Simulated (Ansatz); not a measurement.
ZnO (zincite):

```
CELL_PARAMETERS angstrom
3.24931 0.00000 0.00000
-1.62465 2.81398 0.00000
0.00000 0.00000 5.20571
ATOMIC_POSITIONS crystal
Zn 0.66667 0.33333 0.00000
Zn 0.33333 0.66667 0.50000
O 0.33333 0.66667 0.87901
O 0.66667 0.33333 0.37901
```

| Item | Value |
| --- | --- |
| Program | Ansatz 0.2.0 |
| Task | relaxation of cell and atoms |
| Functional | BLYP |
| Potentials or basis | Ansatz PAW |
| Cutoff | 420 eV (not typed: the program's choice for these potentials) |
| k mesh | 9 × 9 × 5 |
| Occupations | fermi-dirac, width 0.05 eV |
| Spin | no spin polarisation |

At the start: volume 11.90 Å³/atom.

Q: Where does the relaxation end?

A: It ends after 9 steps and the volume is 12.74 Å³/atom (+7.0 %); space group P6_3mc (No. 186, to 0.05 Å).

The path:
```
step  energy change (eV)  largest force (eV/Å)  volume (Å³)
   1              0.0000                0.0696        47.60
   2             -0.0609                0.0397        49.23
   3             -0.0724                0.0267        50.57
   4             -0.0720                0.0203        50.70
   5             -0.0721                0.0031        50.71
   6             -0.0938                0.0030        50.71
   7             -0.0932                0.0009        50.93
   8             -0.0931                0.0002        50.94
   9             -0.0943                0.0003        50.94
```

Final structure:
```
Zn O
1.0
     3.31308    0.00000    0.00000
    -1.65654    2.86921    0.00000
     0.00000    0.00000    5.35887
Zn O
2 2
Direct
  0.66667 0.33333 0.00023
  0.33333 0.66667 0.50023
  0.33333 0.66667 0.87878
  0.66667 0.33333 0.37878
```

Caveat: the plane-wave basis is chosen anew once the cell has moved, so the energies of steps on either side of that aren't comparable; the pressure holds a Pulay correction of +0.8 GPa for the finite cutoff; the PAW data sets come from PBE, with cores solved anew for the run's functional, which leaves a small shift of forces and pressure.
